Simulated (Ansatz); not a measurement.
Crystal: CaO.

```xyz
2
Lattice="0.0000 2.4036 2.4036 2.4036 0.0000 2.4036 2.4036 2.4036 0.0000" Properties=species:S:1:pos:R:3 pbc="T T T"
Ca    0.0000    0.0000    0.0000
O     2.4036    2.4036    2.4036
```

The cell is a database's computed one.

```yaml
Program: Ansatz 0.2.0
Task: relaxation of cell and atoms
Functional: revPBE
Potentials_or_basis: Ansatz PAW
Cutoff: "420 eV (not typed: the program's choice for these potentials)"
k_mesh: 10 × 10 × 10
Occupations: fermi-dirac, width 0.05 eV
Spin: no spin polarisation
```

At the start: volume 13.89 Å³/atom.

Task: How do energy, volume and symmetry change on relaxing?

Result: It ends after 6 steps and the volume is 14.47 Å³/atom (+4.2 %); space group Fm-3m (No. 225, to 0.05 Å).

The path:
```csv
step,energy change (eV),largest force (eV/Å),volume (Å³)
1,0.0000,0.0000,27.77
2,-0.0115,0.0000,29.09
3,-0.0124,0.0000,28.90
4,-0.0156,0.0000,28.90
5,-0.0155,0.0000,28.95
6,-0.0156,0.0000,28.95
```

Final structure:
```xyz
2
Lattice="0.0000 2.4370 2.4370 2.4370 0.0000 2.4370 2.4370 2.4370 0.0000" Properties=species:S:1:pos:R:3 pbc="T T T"
Ca    0.0000    0.0000    0.0000
O     2.4370    2.4370    2.4370
```

Caveat: the plane-wave basis is chosen anew once the cell has moved, so the energies of steps on either side of that aren't comparable; the pressure holds a Pulay correction of +0.4 GPa for the finite cutoff; the PAW data sets come from PBE, with cores solved anew for the run's functional, which leaves a small shift of forces and pressure.
